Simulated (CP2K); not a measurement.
ZnSe (Stilleite) under changes of volume

One of the cells (22.757 Å³/atom); the others are scaled copies at fixed shape and fractional positions:

```
Se Zn
1.0
     4.00760    0.00000    0.00000
     2.00380    3.47068    0.00000
     2.00380    1.15689    3.27219
Se Zn
1 1
Direct
  0.75000 0.75000 0.75000
  0.00000 0.00000 0.00000
```

* Program: CP2K 2026.2
* Functional: PBEsol
* Potentials or basis: POTENTIAL_UZH Se GTH-PBE-q6, Zn GTH-PBE-q12; TZVP-MOLOPT-PBE-GTH basis
* Density cutoff: 6123 eV
* k mesh: 8 × 8 × 8
* Occupations: fermi-dirac, width 0.05 eV
* Spin: no spin polarisation

```tsv
volume (Å³/atom)	energy over the lowest point (meV/atom)	pressure (GPa)	gap on the mesh (eV)
21.391	?	?	?
21.846	7.70	2.9	1.24
22.301	1.79	1.3	1.16
22.757	0.00	0.0	1.08
23.212	1.88	-1.3	1.00
23.667	7.06	-2.4	0.93
24.122	15.17	-3.3	0.86
```

Problem. What does the run at 21.391 Å³/atom give?

Solution. Energy over the lowest point 18.21 meV/atom; pressure 4.6 GPa; gap on the mesh 1.32 eV.

Worked out: A Birch-Murnaghan fit of order 3 (a polynomial in V^(-2/3)) to the other rows has its minimum at 22.74 Å³/atom with B0 = V·E''(V) = 65 GPa and B' = 4.6. It gives 18.21 meV/atom at 21.391 Å³/atom, against the run's 18.21, and -dE/dV = 4.6 GPa, against 4.6. A straight line through the other rows of the gap, of slope -3.85 eV per unit of ln V (its deformation potential), extrapolates to 1.32 eV, against the run's 1.32.

Energies are extrapolated to zero smearing.

Caveats: the potentials were made for another functional, which shifts forces and pressure; the basis of atomic orbitals isn't converged, which shifts pressures, moduli and gaps.

Spin-orbit coupling on Se is left out.
